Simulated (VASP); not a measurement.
Given:

```
GeO2
1.0
    4.48609     0.00000     0.00000
    0.00000     4.48609     0.00000
    0.00000     0.00000     2.90943
Ge O
2 4
Direct
  0.00000   0.00000   0.00000
  0.50000   0.50000   0.50000
  0.30691   0.30691   0.00000
  0.80691   0.19309   0.50000
  0.19309   0.80691   0.50000
  0.69309   0.69309   0.00000
```

Computed with PBE GGA, VASP's PBE PAW potentials (set 64) (plane waves; VASP 6.6.1). Settings: 520 eV cut-off, 6×6×9 Γ-centred mesh, tetrahedra with Blöchl corrections, potentials Ge_d O.

The cores are frozen, which limits the accuracy of field gradients.

Q: Give the principal components of the electric field gradient (V/Å²) and the asymmetry η at each nucleus.

A: 
```
atom   Vxx   Vyy     Vzz     η
----  ----  ----  ------  ----
Ge1   36.8   2.8   -39.6  0.86
Ge2   36.8   2.8   -39.6  0.86
O3    73.3  62.2  -135.5  0.08
O4    73.3  62.2  -135.5  0.08
O5    73.3  62.2  -135.5  0.08
O6    73.3  62.2  -135.5  0.08
```

The compound is GeO2 in the rutile structure. It was relaxed first, which changed the volume by +6 %.
